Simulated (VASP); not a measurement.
Crystal: ZrS2.

```
Zr S
1.0
     3.69138    0.00000    0.00000
    -1.84569    3.19683    0.00000
     0.00000    0.00000    6.04108
Zr S
1 2
Direct
  0.00000 0.00000 0.00000
  0.66667 0.33333 0.76209
  0.33333 0.66667 0.23791
```

The cell is a database's computed one.

```yaml
Program: VASP 6.6.1
Task: relaxation of cell and atoms
Functional: PBE
Potentials_or_basis: VASP PAW PBE potentials, release 64 (Zr_sv, S)
Cutoff: 600 eV
k_mesh: 9 × 9 × 5
Occupations: gaussian, width 0.03 eV
Spin: no spin polarisation
```

At the start: pressure 0.5 GPa; volume 23.76 Å³/atom.

**Question.** Where does the relaxation end?

**Answer.** Over 24 steps the energy falls by 4.8 meV/atom and the volume is 25.60 Å³/atom (+7.7 %); space group P-3m1 (No. 164, to 0.05 Å).

The path:
| step | energy change (eV) | largest force (eV/Å) | pressure (GPa) | volume (Å³) |
| --- | --- | --- | --- | --- |
| 1 | 0.0000 | 0.0515 | 0.47 | 71.29 |
| 2 | -0.0020 | 0.1191 | -0.45 | 72.01 |
| 3 | -0.0021 | 0.0923 | -0.31 | 71.90 |
| 4 | -0.0042 | 0.0935 | 0.00 | 71.85 |
| 5 | -0.0045 | 0.0941 | 0.16 | 71.83 |
| 6 | -0.0056 | 0.0785 | 0.18 | 72.07 |
| 7 | -0.0085 | 0.0305 | 0.26 | 72.82 |
| 8 | -0.0115 | 0.0687 | 0.46 | 74.31 |
| 9 | -0.0124 | 0.0260 | 0.16 | 74.77 |
| 10 | -0.0126 | 0.0471 | -0.36 | 75.57 |
| 11 | -0.0127 | 0.0221 | -0.20 | 75.30 |
| 12 | -0.0130 | 0.0313 | -0.19 | 75.48 |
| 13 | -0.0137 | 0.0544 | -0.25 | 76.00 |
| 14 | -0.0137 | 0.0990 | -0.31 | 77.04 |
| 15 | -0.0139 | 0.0752 | -0.28 | 76.52 |
| 16 | -0.0142 | 0.0029 | 0.22 | 76.47 |
| 17 | -0.0143 | 0.0211 | 0.09 | 76.48 |
| 18 | -0.0143 | 0.0226 | 0.07 | 76.48 |
| 19 | -0.0144 | 0.0135 | 0.09 | 76.57 |
| 20 | -0.0145 | 0.0139 | 0.05 | 76.81 |
| 21 | -0.0145 | 0.0058 | 0.05 | 76.73 |
| 22 | -0.0145 | 0.0101 | -0.05 | 76.86 |
| 23 | -0.0145 | 0.0055 | -0.04 | 76.83 |
| 24 | -0.0145 | 0.0025 | -0.02 | 76.80 |

Final structure:
```
CELL_PARAMETERS angstrom
3.68532 0.00000 0.00000
-1.84266 3.19158 0.00000
0.00000 0.00000 6.52987
ATOMIC_POSITIONS crystal
Zr 0.00000 0.00000 0.00000
S 0.66667 0.33333 0.77815
S 0.33333 0.66667 0.22185
```

Caveat: this functional lacks dispersion, which binds the layers, so the pressure and a relaxed spacing across them are unreliable.
